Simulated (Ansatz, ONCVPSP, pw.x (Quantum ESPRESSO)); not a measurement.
pw.x on bcc Ti: one setting changed

Potential: optimised norm-conserving Vanderbilt (ONCV), ONCVPSP 4.0.1.1 (patched build), PBE; core [Ne], reference 3s2 3p6 3d2 4s2; waves: 3s+4s: rc 2.24 bohr, ncon 4, nbas 7, qcut 7.2 1/bohr, 2 projectors; 3p: rc 1.50 bohr, ncon 4, nbas 8, qcut 10.3 1/bohr, 1 projector; 3d: rc 2.55 bohr, ncon 5, nbas 10, qcut 6.3 1/bohr, 2 projectors, debl 0.3 Ha; f scattering state at 0.13 Ha: rc 2.55 bohr, ncon 5, nbas 8, qcut 4.2 1/bohr, 2 projectors, debl 0.9 Ha; local part: polynomial inside 1.35 bohr (lpopt 5, dvloc0 0 Ha); core correction: Teter function, fcfact 3.75, rcfact 1.2.

The reference run (k-mesh 14³, cutoffs 60/240 Ry, Fermi–Dirac 0.01 Ry, mixing_beta 0.4, conv_thr 1e-9, no spin) gives -0.22 GPa at 17.343 Å³/atom, where all-electron LAPW gives 0.23 GPa. This run, with its own iteration cap, changes mixing_mode to local-TF.

```
&control
  calculation='scf', prefix='x', pseudo_dir='./', outdir='./tmp', tstress=.true., disk_io='none'
/
&system
  ibrav=0, nat=1, ntyp=1, ecutwfc=60, ecutrho=240, nbnd=14,
  occupations='smearing', smearing='fd', degauss=0.01
/
&electrons
  conv_thr=1e-09, mixing_beta=0.4, electron_maxstep=50, mixing_mode='local-TF'
/
ATOMIC_SPECIES
Ti 1.0 Ti.UPF
CELL_PARAMETERS angstrom
  -1.63062743 1.63062743 1.63062743
  1.63062743 -1.63062743 1.63062743
  1.63062743 1.63062743 -1.63062743
ATOMIC_POSITIONS crystal
Ti 0.0000 0.0000 0.0000
K_POINTS automatic
14 14 14 0 0 0
```

```bash
pw.x < Ti.scf.in > Ti.scf.out
```

Task: How does the run end?

Result: It converges in 8 iterations; the free energy moves by +0.0 meV/atom and the pressure by -0.01 GPa. The result is that of the reference run.

```
Message from routine setup:
     using ibrav=0 with symmetry is DISCOURAGED, use correct ibrav instead
     lattice parameter (alat)  =       5.3372  a.u.
     unit-cell volume          =     117.0364 (a.u.)^3
     number of electrons       =        12.00
     number of Kohn-Sham states=           14
     kinetic-energy cutoff     =      60.0000  Ry
     charge density cutoff     =     240.0000  Ry
     scf convergence threshold =      1.0E-09
     Exchange-correlation= PBE
     number of k points=   104  Fermi-Dirac smearing, width (Ry)=  0.0100
     iteration #  1     ecut=    60.00 Ry     beta= 0.40
     total energy              =    -118.43208364 Ry
     estimated scf accuracy    <       0.03068115 Ry
     iteration #  2     ecut=    60.00 Ry     beta= 0.40
     total energy              =    -118.42665547 Ry
     estimated scf accuracy    <       0.01169141 Ry
     iteration #  3     ecut=    60.00 Ry     beta= 0.40
     total energy              =    -118.42896619 Ry
     estimated scf accuracy    <       0.00002975 Ry
     [... 2 iterations left out ...]
     iteration #  6     ecut=    60.00 Ry     beta= 0.40
     total energy              =    -118.42898939 Ry
     estimated scf accuracy    <       0.00000001 Ry
     iteration #  7     ecut=    60.00 Ry     beta= 0.40
     total energy              =    -118.42898940 Ry
     estimated scf accuracy    <          6.1E-09 Ry
     iteration #  8     ecut=    60.00 Ry     beta= 0.40
     the Fermi energy is    13.2398 ev
!    total energy              =    -118.42898940 Ry
     estimated scf accuracy    <          6.5E-10 Ry
     smearing contrib. (-TS)   =      -0.01029712 Ry
     The total energy is F=E-TS. E is the sum of the following terms:
     one-electron contribution =     -39.88065389 Ry
     hartree contribution      =      23.84583674 Ry
     xc contribution           =     -17.35062059 Ry
     ewald contribution        =     -85.03325453 Ry
     convergence has been achieved in   8 iterations
          total   stress  (Ry/bohr**3)                   (kbar)     P=       -2.33
     Message from routine punch:
     Nothing written, as per user request (disk_io='none')
```

The run took about 21 s on one core of a shared host (Neoverse-V1, 64 threads, 495 GiB, load 21).
